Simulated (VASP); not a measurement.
# HfC (Fm-3m) in VASP: a series of runs, part 2 of 2

VASP 6.6.1. The steps go on from the part before.

## (5) Single point, SCAN, spin-orbit coupling, no magnetisation

INCAR reads:

```
SYSTEM = HfC
  PREC = Accurate
  ENCUT = 900
  EDIFF = 1E-6
  ISMEAR = 0
  SIGMA = 0.05
  LREAL = .False.
  LASPH = .True.
  NELM = 80
  ALGO = Normal
  ISIF = 2
  LWAVE = .False.
  LCHARG = .False.
  MAGMOM = 0 0 0 0 0 0
  LORBIT = 11
  LSORBIT = .True.
  GGA_COMPAT = .False.
  LMAXMIX = 4
  METAGGA = SCAN
  LMIXTAU = .True.
  NBANDS = 26
```

KPOINTS reads:

```
Automatic mesh
0
Gamma
  7 7 7
  0 0 0
```

POSCAR reads:

```
HfC
1.0
    0.0000000000      2.3250000000      2.3250000000
    2.3250000000      0.0000000000      2.3250000000
    2.3250000000      2.3250000000      0.0000000000
Hf C
1 1
Direct
    0.5000000000      0.5000000000      0.5000000000
    0.0000000000      0.0000000000      0.0000000000
```

Potentials or basis: VASP PAW PBE potentials, release 64 (Hf_pv, C_h).

The run is started by

```
cat potpaw_PBE.64/Hf_pv/POTCAR potpaw_PBE.64/C_h/POTCAR > POTCAR
mpirun -np 1 vasp_ncl > vasp.out
```

OUTCAR:

```text
SYSTEM = HfC
   PREC = Accurate
   ENCUT = 900
   EDIFF = 1E-6
   ISMEAR = 0
   LREAL = .False.
   LASPH = .True.
   NELM = 80
   ISIF = 2
   LORBIT = 11
   LSORBIT = .True.
   METAGGA = SCAN

 ion  position               nearest neighbor table
   1  0.500  0.500  0.500-   2 2.33   2 2.33   2 2.33   2 2.33   2 2.33   2 2.33
   2  0.000  0.000  0.000-   1 2.33   1 2.33   1 2.33   1 2.33   1 2.33   1 2.33

  LATTYP: Found a face centered cubic cell.
 ALAT       =     4.6500000000

  Lattice vectors:

 A1 = (   0.0000000000,   2.3250000000,   2.3250000000)
 A2 = (   2.3250000000,   0.0000000000,   2.3250000000)
 A3 = (   2.3250000000,   2.3250000000,   0.0000000000)

Analysis of symmetry for initial positions (statically):
=====================================================================
 Subroutine PRICEL returns:
 Original cell was already a primitive cell.

 Routine SETGRP: Setting up the symmetry group for a
 face centered cubic supercell.

 Subroutine GETGRP returns: Found 48 space group operations
 (whereof 48 operations were pure point group operations)
 out of a pool of 48 trial point group operations.

The static configuration has the point symmetry O_h .

Analysis of symmetry for dynamics (positions and initial velocities):
=====================================================================
 Subroutine PRICEL returns:
 Original cell was already a primitive cell.

 Routine SETGRP: Setting up the symmetry group for a
 face centered cubic supercell.

 Subroutine GETGRP returns: Found 48 space group operations
 (whereof 48 operations were pure point group operations)
 out of a pool of 48 trial point group operations.

The dynamic configuration has the point symmetry O_h .

Analysis of structural, dynamic, and magnetic symmetry:
=====================================================================
 Subroutine PRICEL returns:
 Original cell was already a primitive cell.

 Routine SETGRP: Setting up the symmetry group for a
 face centered cubic supercell.

 Subroutine GETGRP returns: Found 48 space group operations
 (whereof 48 operations were pure point group operations)
 out of a pool of 48 trial point group operations.

The overall configuration has the point symmetry O_h .

 Subroutine INISYM returns: Found 48 space group operations
 (whereof 48 operations are pure point group operations),
 and found     1 'primitive' translations

----------------------------------------------------------------------------------------

                                     Primitive cell

  volume of cell :      25.1362

  direct lattice vectors                    reciprocal lattice vectors
     0.000000000  2.325000000  2.325000000    -0.215053763  0.215053763  0.215053763
     2.325000000  0.000000000  2.325000000     0.215053763 -0.215053763  0.215053763
     2.325000000  2.325000000  0.000000000     0.215053763  0.215053763 -0.215053763

  length of vectors
     3.288046533  3.288046533  3.288046533     0.372484045  0.372484045  0.372484045

  position of ions in fractional coordinates (direct lattice)
     0.500000000  0.500000000  0.500000000
[... 124 lines left out ...]

  energy without entropy =      -75.59033748  energy(sigma->0) =      -75.59071597

 E-fermi :   6.0422     XC(G=0): -13.1956

 val. band max:        5.8640200370   @ k =   0.1429   0.1429   0.0000
 cond. band min:       6.0572095566   @ k =   0.1429   0.1429   0.0000
 fundamental gap:      0.1931895197
 Fermi energy:         6.0422491046

 k-point     1 :       0.0000    0.0000    0.0000
  band No.  band energies     occupation
      1     -28.8092      1.00000
      2     -28.8092      1.00000
      3     -21.7595      1.00000
      4     -21.7595      1.00000
      5     -21.7594      1.00000
      6     -21.7594      1.00000
[... 569 lines left out ...]
     25      17.8579      0.00000
     26      17.8579      0.00000

------------------------ aborting loop because EDIFF is reached ----------------------------------------

  FORCE on cell =-STRESS in cart. coord.  units (eV):
  Direction    XX          YY          ZZ          XY          YZ          ZX
  --------------------------------------------------------------------------------------
  -------------------------------------------------------------------------------------
  Total       -0.9717463     -0.9717463     -0.9717463      0.0000000     -0.0000000     -0.0000000
  in kB      -61.9390609    -61.9390609    -61.9390609      0.0000000     -0.0000000     -0.0000000
  external PRESSURE =     -61.9390609 kB  Pullay stress =       0.0000000 kB

 VOLUME and BASIS-vectors are now :
 -----------------------------------------------------------------------------
  energy-cutoff  :      900.00
  volume of cell :       25.14
      direct lattice vectors                 reciprocal lattice vectors
     0.000000000  2.325000000  2.325000000    -0.215053763  0.215053763  0.215053763
     2.325000000  0.000000000  2.325000000     0.215053763 -0.215053763  0.215053763
     2.325000000  2.325000000  0.000000000     0.215053763  0.215053763 -0.215053763

 POSITION                                       TOTAL-FORCE (eV/Angst)
 -----------------------------------------------------------------------------------
      2.32500      2.32500      2.32500         0.000000     -0.000000      0.000000
      0.00000      0.00000      0.00000        -0.000000      0.000000     -0.000000
 -----------------------------------------------------------------------------------
    total drift:                               -0.000000     -0.000000     -0.000000

  FREE ENERGIE OF THE ION-ELECTRON SYSTEM (eV)
  ---------------------------------------------------
  free  energy   TOTEN  =       -75.5910944552 eV

  energy  without entropy=      -75.5903374835  energy(sigma->0) =      -75.59071597

 Spin-Orbit-Coupling matrix elements

 Ion:    1  E_soc:     -1.2758772
 l=   1
     0.0000000    -0.2061965    -0.2061965
    -0.2061965     0.0000000    -0.2061965
    -0.2061965    -0.2061965     0.0000000
 l=   2
     0.0000000    -0.0012528     0.0000000    -0.0012528    -0.0051970
    -0.0012528     0.0000000    -0.0038977    -0.0012528    -0.0012992
     0.0000000    -0.0038977     0.0000000    -0.0038977     0.0000000
    -0.0012528    -0.0012528    -0.0038977     0.0000000    -0.0012992
    -0.0051970    -0.0012992     0.0000000    -0.0012992     0.0000000
 l=   3
     0.0000000     0.0000000     0.0000000     0.0000000     0.0000000     0.0000000     0.0000000
     0.0000000     0.0000000     0.0000000     0.0000000     0.0000000     0.0000000     0.0000000
     0.0000000     0.0000000     0.0000000     0.0000000     0.0000000     0.0000000     0.0000000
     0.0000000     0.0000000     0.0000000     0.0000000     0.0000000     0.0000000     0.0000000
     0.0000000     0.0000000     0.0000000     0.0000000     0.0000000     0.0000000     0.0000000
     0.0000000     0.0000000     0.0000000     0.0000000     0.0000000     0.0000000     0.0000000
     0.0000000     0.0000000     0.0000000     0.0000000     0.0000000     0.0000000     0.0000000

 Ion:    2  E_soc:     -0.0003494
 l=   1
     0.0000000    -0.0000582    -0.0000582
    -0.0000582     0.0000000    -0.0000582
    -0.0000582    -0.0000582     0.0000000
 l=   2
     0.0000000     0.0000000     0.0000000     0.0000000     0.0000000
     0.0000000     0.0000000     0.0000000     0.0000000     0.0000000
     0.0000000     0.0000000     0.0000000     0.0000000     0.0000000
     0.0000000     0.0000000     0.0000000     0.0000000     0.0000000
     0.0000000     0.0000000     0.0000000     0.0000000     0.0000000
 l=   3
     0.0000000     0.0000000     0.0000000     0.0000000     0.0000000     0.0000000     0.0000000
     0.0000000     0.0000000     0.0000000     0.0000000     0.0000000     0.0000000     0.0000000
     0.0000000     0.0000000     0.0000000     0.0000000     0.0000000     0.0000000     0.0000000
     0.0000000     0.0000000     0.0000000     0.0000000     0.0000000     0.0000000     0.0000000
     0.0000000     0.0000000     0.0000000     0.0000000     0.0000000     0.0000000     0.0000000
     0.0000000     0.0000000     0.0000000     0.0000000     0.0000000     0.0000000     0.0000000
     0.0000000     0.0000000     0.0000000     0.0000000     0.0000000     0.0000000     0.0000000

 total charge

# of ion       s       p       d       tot
------------------------------------------
    1        0.280   6.688   1.659   8.628
    2        0.488   0.897   0.000   1.385
--------------------------------------------------
tot          0.768   7.585   1.659  10.013

 magnetization (x)

# of ion       s       p       d       tot
------------------------------------------
    1       -0.000   0.000   0.000  -0.000
    2       -0.000  -0.000   0.000  -0.000
--------------------------------------------------
tot         -0.000  -0.000   0.000  -0.000

 magnetization (y)

# of ion       s       p       d       tot
------------------------------------------
    1        0.000   0.000   0.000   0.000
    2        0.000   0.000   0.000   0.000
--------------------------------------------------
tot          0.000   0.000   0.000   0.000

 magnetization (z)

# of ion       s       p       d       tot
------------------------------------------
    1        0.000   0.000  -0.000   0.000
    2        0.000   0.000   0.000   0.000
--------------------------------------------------
tot          0.000   0.000  -0.000   0.000
```

OSZICAR:

```text
N       E                     dE             d eps       ncg     rms          rms(c)
DAV:   1     0.185367192112E+01    0.18537E+01   -0.10606E+04  1040   0.166E+03
DAV:   2    -0.776519417917E+02   -0.79506E+02   -0.74085E+02  1310   0.341E+02
DAV:   3    -0.821212169836E+02   -0.44693E+01   -0.44020E+01  1264   0.533E+01
DAV:   4    -0.821803059527E+02   -0.59089E-01   -0.58968E-01  1218   0.619E+00
DAV:   5    -0.821809563201E+02   -0.65037E-03   -0.65022E-03  1262   0.618E-01    0.682E+01
DAV:   6    -0.750934041292E+02    0.70876E+01   -0.11170E+01  1290   0.230E+01    0.449E+01
DAV:   7    -0.758263724185E+02   -0.73297E+00   -0.83275E-01  1170   0.994E+00    0.239E+01
DAV:   8    -0.755067331458E+02    0.31964E+00   -0.28433E-01  1174   0.607E+00    0.671E+00
DAV:   9    -0.755724703474E+02   -0.65737E-01   -0.12636E-01  1064   0.492E+00    0.154E+00
DAV:  10    -0.755989926507E+02   -0.26522E-01   -0.26437E-02  1056   0.255E+00    0.572E-01
DAV:  11    -0.755893601516E+02    0.96325E-02   -0.74970E-03  1092   0.112E+00    0.108E-01
DAV:  12    -0.755912354915E+02   -0.18753E-02   -0.26072E-03  1068   0.871E-01    0.984E-02
DAV:  13    -0.755910716464E+02    0.16385E-03   -0.10165E-04  1320   0.136E-01    0.722E-02
DAV:  14    -0.755910831836E+02   -0.11537E-04   -0.52382E-05  1086   0.113E-01    0.151E-02
DAV:  15    -0.755910969711E+02   -0.13788E-04   -0.18236E-05  1114   0.560E-02    0.767E-03
DAV:  16    -0.755910912758E+02    0.56953E-05   -0.12980E-06  1114   0.172E-02    0.512E-03
DAV:  17    -0.755910948596E+02   -0.35838E-05   -0.94452E-07  1038   0.172E-02    0.154E-03
DAV:  18    -0.755910944552E+02    0.40443E-06   -0.37317E-08   630   0.315E-03
   1 F= -.75591094E+02 E0= -.75590716E+02  d E =-.756972E-03  mag=     0.0000    -0.0000     0.0000
```

Wall time 5.7 min (1 thread of Intel Xeon Platinum 8488C (Sapphire Rapids), shared host); peak memory 0.38 GiB.

Results:

```
Free energy                                           : -75.5911 eV
Pressure                                              : -6.2 GPa
Valence electrons inside the program's atomic spheres : Hf 8.63; C 1.39
```

Caveat: the cutoff is under 1.25 times the usual one of these potentials, so pressure, stress and relaxed cells hold a basis-set (Pulay) error; the PAW data sets were made with another functional, which shifts forces and pressure a little.

## (6) Single point, PBE

INCAR reads:

```
SYSTEM = HfC
ALGO     = Fast           ! electronic algorithm
EDIFF    = 1E-6           ! SCF threshold, eV
ENCUT    = 520            ! plane-wave cutoff, eV
GGA      = PE             ! functional
ISIF     = 2              ! what is computed and relaxed
ISMEAR   = 0              ! smearing method
LASPH    = .TRUE.         ! aspherical terms in the spheres
LCHARG   = .TRUE.         ! write CHGCAR
LELF     = .TRUE.         ! ELF
LREAL    = .FALSE.        ! projectors in reciprocal space
LVHAR    = .TRUE.       
LWAVE    = .FALSE.        ! write WAVECAR
NBANDS   = 14             ! bands
NELM     = 60             ! most SCF steps
PREC     = Accurate       ! precision mode
SIGMA    = 0.05           ! smearing width, eV
```

KPOINTS reads:

```
k-points
0
G
  10 10 10
  0 0 0
```

Changes to POSCAR since step 5:

```diff
@@ -7,4 +7,4 @@
 1 1
-Direct
-    0.5000000000      0.5000000000      0.5000000000
+Cartesian
+    2.3250000000      2.3250000000      2.3250000000
     0.0000000000      0.0000000000      0.0000000000
```

Potentials or basis: VASP PAW PBE potentials, release 54 (Hf_pv, C).

The run is started by

```
cat potpaw_PBE.54/Hf_pv/POTCAR potpaw_PBE.54/C/POTCAR > POTCAR
mpirun -np 1 vasp_std > vasp.out
```

It took 7.9 s on 1 thread of Intel Xeon Platinum 8488C (Sapphire Rapids), shared host; peak memory 0.14 GiB.

It converged, with:

| Quantity | Value |
| --- | --- |
| Free energy | -21.0431 eV |
| Pressure | -0.4 GPa |
| Band gap on the k mesh | none (metal or under the smearing width) |

Levels at points of the mesh, in eV from the Fermi level:
```tsv
k point	band 4	band 5	band 6	band 7	band 8	band 9	band 10	band 11
(0.00, 0.00, 0.00)	-12.34	0.97	0.97	0.97	1.36	1.36	1.36	3.36
(0.50, 0.00, 0.00)	-8.59	-6.17	-3.01	-3.01	5.29	5.29	5.75	6.52
(0.50, 0.50, 0.00)	-10.44	-2.62	-1.80	-0.13	-0.13	5.28	6.71	6.71
```

## (7) Summary

```csv
task,level,potentials or basis,spin,k mesh,cutoff (eV),smearing,other keys,gap on the mesh (eV),pressure (GPa)
single point,RPBE,"VASP PAW PBE potentials, release 64 (Hf_pv, C)",off,10 × 10 × 10,520,gaussian 0.1 eV,-,none,3.5
electron localisation function,r2SCAN+D3(BJ),"VASP PAW PBE potentials, release 64 (Hf_pv, C)",off,10 × 10 × 10,520,gaussian 0.05 eV,AMIX = 0.2; BMIX = 0.0001; AMIX_MAG = 0.8; BMIX_MAG = 0.0001; …,none,-4.7
single point,SCAN,"VASP PAW PBE potentials, release 64 (Hf_pv, C_h)","SOC, no magnetisation",7 × 7 × 7,900,gaussian 0.05 eV,-,-,-6.2
single point,PBE,"VASP PAW PBE potentials, release 54 (Hf_pv, C)",off,10 × 10 × 10,520,gaussian 0.05 eV,-,none,-0.4
```

Alike in all rows: cell as given.

Caveats: the PAW data sets were made with another functional, which shifts forces and pressure a little (some runs); pairwise dispersion overbinds metals, which lowers pressure and volume (some runs); the cutoff is under 1.25 times the usual one of these potentials, so pressure, stress and relaxed cells hold a basis-set (Pulay) error (some runs).

Absolute energies hang on the potentials; compare differences alone.
